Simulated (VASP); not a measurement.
# O2C in VASP: further runs

Aim: see how the results for O2C move with the level of theory and the settings. Levels: PBE+D4, PBE+D3(BJ). Tasks: single point.

Everything below comes from runs of VASP 6.6.1. Logs are shortened: lines on timing, memory, paths and dates and some standing lists are left out, and cuts for length are marked.

## 1. The molecule as given

The cell holds a molecule in a box, 3 atoms: a = 12.155 Å, b = 12.655 Å, c = 13.155 Å, α = 90.00°, β = 90.00°, γ = 90.00°.

## 2. Single point, PBE+D4

Contents of INCAR:

```
SYSTEM = CO2
  PREC = Accurate
  ENCUT = 400
  EDIFF = 1E-6
  ISMEAR = 0
  SIGMA = 0.01
  LREAL = .False.
  LASPH = .True.
  NELM = 80
  ALGO = Normal
  ISIF = 2
  LWAVE = .False.
  LCHARG = .False.
  GGA = PE
  IVDW = 13
  ISYM = 0
```

Contents of KPOINTS:

```
regular mesh
0
Gamma
  1 1 1
  0 0 0
```

Contents of POSCAR:

```
CO2                                     
1.0
   12.1554342666      0.0000000000      0.0000000000
    0.0000000000     12.6554342666      0.0000000000
    0.0000000000      0.0000000000     13.1554342666
  O               C             
     2     1
Selective dynamics
Direct
     0.4862752546000024    0.5649009669999998    0.4370815808999993   F   F   F
     0.5145190010528863    0.4394693769791599    0.5665609947385249   T   T   T
     0.5003978090328378    0.5021838403526742    0.5018258090849687   T   T   T
```

Potentials or basis: VASP PAW PBE potentials, release 64 (O, C).

Started as:

```console
> cat potpaw_PBE.64/O/POTCAR potpaw_PBE.64/C/POTCAR > POTCAR
> mpirun -np 4 vasp_gam > vasp.out
```

OUTCAR:

```text
SYSTEM = CO2
   PREC = Accurate
   ENCUT = 400
   EDIFF = 1E-6
   ISMEAR = 0
   LREAL = .False.
   LASPH = .True.
   NELM = 80
   ISIF = 2
   GGA = PE
   IVDW = 13
   ISYM = 0

 ion  position               nearest neighbor table
   1  0.486  0.565  0.437-   3 1.18
   2  0.515  0.439  0.567-   3 1.18
   3  0.500  0.502  0.502-   2 1.18   1 1.18

IMPORTANT INFORMATION: All symmetrisations will be switched off!
NOSYMM: (Re-)initialisation of all symmetry stuff for point group C_1.

----------------------------------------------------------------------------------------

                                     Primitive cell

  volume of cell :    2023.7307

  direct lattice vectors                    reciprocal lattice vectors
    12.155434267  0.000000000  0.000000000     0.082267731  0.000000000  0.000000000
     0.000000000 12.655434267  0.000000000     0.000000000  0.079017439  0.000000000
     0.000000000  0.000000000 13.155434267     0.000000000  0.000000000  0.076014214

  length of vectors
    12.155434267 12.655434267 13.155434267     0.082267731  0.079017439  0.076014214

  position of ions in fractional coordinates (direct lattice)
     0.486275255  0.564900967  0.437081581
     0.514519001  0.439469377  0.566560995
     0.500397809  0.502183840  0.501825809

  ion indices of the primitive-cell ions
   primitive index   ion index
                 1           1
                 2           2
                 3           3

----------------------------------------------------------------------------------------

 KPOINTS: regular mesh

Automatic generation of k-mesh.
 Grid dimensions read from file:
 generate k-points for:    1    1    1

 Generating k-lattice:

  Cartesian coordinates                     Fractional coordinates (reciprocal lattice)
     0.082267731  0.000000000  0.000000000     1.000000000  0.000000000  0.000000000
     0.000000000  0.079017439  0.000000000     0.000000000  1.000000000  0.000000000
     0.000000000  0.000000000  0.076014214     0.000000000  0.000000000  1.000000000

  Length of vectors
     0.082267731  0.079017439  0.076014214

  Shift w.r.t. Gamma in fractional coordinates (k-lattice)
     0.000000000  0.000000000  0.000000000

 Subroutine IBZKPT returns following result:
 ===========================================

 Found      1 irreducible k-points:

 Following reciprocal coordinates:
            Coordinates               Weight
  0.000000  0.000000  0.000000      1.000000
   k-points           NKPTS =      1   k-points in BZ     NKDIM =      1   number of bands    NBANDS=     12
   number of dos      NEDOS =    301   number of ions     NIONS =      3
   total plane-waves  NPLWV = 604800
   dimension x,y,z NGX =    80 NGY =   84 NGZ =   90
   dimension x,y,z NGXF=   160 NGYF=  168 NGZF=  180
   ions per type =               2   1
   NGX,Y,Z   is equivalent  to a cutoff of  10.94, 11.03, 11.37 a.u.
   NGXF,Y,Z  is equivalent  to a cutoff of  21.88, 22.07, 22.75 a.u.
 SYSTEM =  CO2
   PREC   = accura    normal or accurate (medium, high low for compatibility)
   ISTART =      0    job   : 0-new  1-cont  2-samecut
   ICHARG =      2    charge: 1-file 2-atom 10-const
   ISPIN  =      1    spin polarized calculation?
   LNONCOLLINEAR =      F non collinear calculations
   LSORBIT =      F    spin-orbit coupling
   LASPH  =      T    aspherical Exc in radial PAW
   ENCUT  =  400.0 eV  29.40 Ry    5.42 a.u.  19.82 20.64 21.45*2*pi/ulx,y,z
   NELM   =     80;   NELMIN=  2; NELMDL= -5     # of ELM steps
   EDIFF  = 0.1E-05   stopping-criterion for ELM
   LREAL  =      F    real-space projection
   EDIFFG = 0.1E-04   stopping-criterion for IOM
   NSW    =      0    number of steps for IOM
   IBRION =     -1    ionic relax: 0-MD 1-quasi-New 2-CG
   NFREE  =      0    steps in history (QN), initial steepest desc. (CG)
   ISIF   =      2    stress and relaxation
   ISYM   =      0    0-nonsym 1-usesym 2-fastsym
   POTIM  = 0.5000    time-step for ionic-motion
   TEBEG  =    0.0;   TEEND  =   0.0 temperature during run
   PSTRESS=    0.0 pullay stress
   NELECT =      16.0000    total number of electrons
   NUPDOWN=      -1.0000    fix difference up-down
   EMIN   =  10.00;   EMAX   =-10.00  energy-range for DOS
   EFERMI =   0.00;   METHOD = LEGACY
   ISMEAR =     0;   SIGMA  =   0.01  broadening in eV -4-tet -1-fermi 0-gaus
   EFERMI_NEDOS =   21; number of points for ismear=-14 and -15
   IALGO  =     38    algorithm
   IMIX   =      4    mixing-type and parameters
     AMIX     =   0.40;   BMIX     =  1.00
     AMIX_MAG =   1.60;   BMIX_MAG =  1.00
  volume/ion in A,a.u.               =     674.58      4552.27
  Fermi-wavevector in a.u.,A,eV,Ry     =   0.326135  0.616306  1.447170  0.106364
  Thomas-Fermi vector in A             =   1.217734
   LORBIT       =      0    0 simple, 1 ext, 2 COOP (PROOUT), +10 PAW based schemes
   GGA     = PE    functional components
   LHFCALC =     F    Hartree Fock is set to
   AEXX    =    0.0000 exact exchange contribution
   IVDW    =    13    specifies the selected vdW correction
   LEPSILON=     F    determine dielectric tensor
   LRPA    =     F    only Hartree local field effects (RPA)
 non-spin polarized calculation
 Gauss-broadening in eV      SIGMA  =   0.01
  energy-cutoff  :      400.00
  volume of cell :     2023.73
 maximum number of plane-waves:     18401
 NGX is ok and might be reduce to    80
   NGX = 39   NGY = 41   NGZ = 43

 number of electron      15.9999995 magnetization

 Free energy of the ion-electron system (eV)
  ---------------------------------------------------
  ext. energy  EPLUGINS =         0.00000000
  ---------------------------------------------------
  free energy    TOTEN  =       -23.00045523 eV

  energy without entropy =      -23.00045523  energy(sigma->0) =      -23.00045523

 E-fermi :  -8.9022     XC(G=0):  -0.3986

 val. band max:       -8.9885811983   @ k =   0.0000   0.0000   0.0000
 cond. band min:      -0.9451729801   @ k =   0.0000   0.0000   0.0000
 fundamental gap:      8.0434082182
 Fermi energy:        -8.9021596447

 k-point     1 :       0.0000    0.0000    0.0000
  band No.  band energies     occupation
      1     -29.0748      2.00000
      2     -28.0657      2.00000
      3     -13.7120      2.00000
      4     -12.5527      2.00000
      5     -12.5525      2.00000
      6     -12.5218      2.00000
      7      -8.9888      2.00000
      8      -8.9886      2.00000
      9      -0.9452      0.00000
     10      -0.5116      0.00000
     11      -0.5110      0.00000
     12       0.2495      0.00000

------------------------ aborting loop because EDIFF is reached ----------------------------------------

  DFT-D4 for vdW energy calculation

  Edisp (eV):   -0.02677

  FORCE on cell =-STRESS in cart. coord.  units (eV):
  Direction    XX          YY          ZZ          XY          YZ          ZX
  --------------------------------------------------------------------------------------
  -------------------------------------------------------------------------------------
  Total      -1.54330    -1.38191    -1.35134    -0.03544    -0.16583     0.03519
  in kB      -1.22182    -1.09405    -1.06985    -0.02806    -0.13129     0.02786
  external pressure =       -1.13 kB  Pullay stress =        0.00 kB

 VOLUME and BASIS-vectors are now :
 -----------------------------------------------------------------------------
  energy-cutoff  :      400.00
  volume of cell :     2023.73
      direct lattice vectors                 reciprocal lattice vectors
    12.155434267  0.000000000  0.000000000     0.082267731  0.000000000  0.000000000
     0.000000000 12.655434267  0.000000000     0.000000000  0.079017439  0.000000000
     0.000000000  0.000000000 13.155434267     0.000000000  0.000000000  0.076014214

 POSITION                                       TOTAL-FORCE (eV/Angst)
 -----------------------------------------------------------------------------------
      5.91089      7.14907      5.75000         0.001831     -0.005783      0.007801
      6.25420      5.56168      7.45336        -0.000037     -0.000730     -0.000902
      6.08255      6.35535      6.60174        -0.001794      0.006513     -0.006899
 -----------------------------------------------------------------------------------
    total drift:                                0.000828     -0.000879     -0.001589

  FREE ENERGIE OF THE ION-ELECTRON SYSTEM (eV)
  ---------------------------------------------------
  free  energy   TOTEN  =       -23.0272294367 eV

  energy  without entropy=      -23.0272294367  energy(sigma->0) =      -23.02722944
```

OSZICAR:

```text
N       E                     dE             d eps       ncg     rms          rms(c)
DAV:   1     0.190527357872E+03    0.19053E+03   -0.33144E+03    32   0.574E+02
DAV:   2     0.793724427895E+02   -0.11115E+03   -0.10164E+03    32   0.132E+02
DAV:   3    -0.124312832245E+02   -0.91804E+02   -0.88568E+02    32   0.127E+02
[... 15 lines left out ...]
DAV:  19    -0.230004409814E+02   -0.83713E-05   -0.31609E-07    20   0.375E-03    0.728E-04
DAV:  20    -0.230004500940E+02   -0.91126E-05   -0.25384E-07    16   0.308E-03    0.288E-04
DAV:  21    -0.230004524463E+02   -0.23523E-05   -0.75149E-08    16   0.189E-03    0.239E-04
DAV:  22    -0.230004544878E+02   -0.20415E-05   -0.34520E-08    16   0.126E-03    0.120E-04
DAV:  23    -0.230004552318E+02   -0.74401E-06   -0.11479E-08    16   0.789E-04
   1 F= -.23027229E+02 E0= -.23027229E+02  d E =-.344817E-34
```

Run time: 16 s. Hardware: 4 MPI ranks of AMD EPYC 9R45 (Zen 5), shared host; peak memory 0.36 GiB.

Results:

```
Free energy                     : -23.0272 eV
Largest force                   : 0.010 eV/Å
Gap between the frontier levels : 8.04 eV
Dispersion energy per atom      : -0.009 eV
```

Forces on the atoms (eV/Å):
```
O    0.002 -0.006  0.008
O    0.000 -0.001 -0.001
C   -0.002  0.007 -0.007
```

Levels at points of the mesh, in eV from the valence-band top:
```csv
k point,band 5,band 6,band 7,band 8,band 9,band 10,band 11,band 12
"(0.00, 0.00, 0.00)",-3.56,-3.53,0.00,0.00,8.04,8.48,8.48,9.24
```

Caveat: the cutoff is under 1.25 times the usual one of these potentials, so pressure, stress and relaxed cells hold a basis-set (Pulay) error; the standard files for N, O and F lose accuracy on very short bonds. As with any semilocal functional, this PBE gap is likely too small.

## 3. Single point, PBE+D3(BJ)

INCAR, as its differences from that of step 2:

```diff
@@ -2,3 +2,3 @@
   PREC = Accurate
-  ENCUT = 400
+  ENCUT = 520
   EDIFF = 1E-6
@@ -14,3 +14,3 @@
   GGA = PE
-  IVDW = 13
+  IVDW = 12
   ISYM = 0
```

KPOINTS is that of step 2.

POSCAR is that of step 2.

Potentials or basis: VASP PAW PBE potentials, release 64 (O, C).

Started as:

```console
> cat potpaw_PBE.64/O/POTCAR potpaw_PBE.64/C/POTCAR > POTCAR
> mpirun -np 4 vasp_gam > vasp.out
```

Wall time 21 s (4 MPI ranks of AMD EPYC 9R45 (Zen 5), shared host); peak memory 0.5 GiB.

The run converged. Its results:

```yaml
Free_energy: -22.9930 eV
Largest_force: 0.013 eV/Å
Gap_between_the_frontier_levels: 8.03 eV
Dispersion_energy_per_atom: -0.009 eV
```

Forces in eV/Å, atoms in the order of the input:
```
O    0.002 -0.009  0.009
O   -0.001  0.003 -0.002
C   -0.001  0.006 -0.007
```

Levels at points of the mesh, in eV from the valence-band top:
```csv
k point,band 4,band 5,band 6,band 7,band 8,band 9,band 10,band 11,band 12
"(0.00, 0.00, 0.00)",-3.56,-3.56,-3.53,0.00,0.00,8.03,8.45,8.45,9.24
```

Caveat: the standard files for N, O and F lose accuracy on very short bonds. Expect the measured gap to be larger: semilocal functionals such as PBE lack the derivative discontinuity.
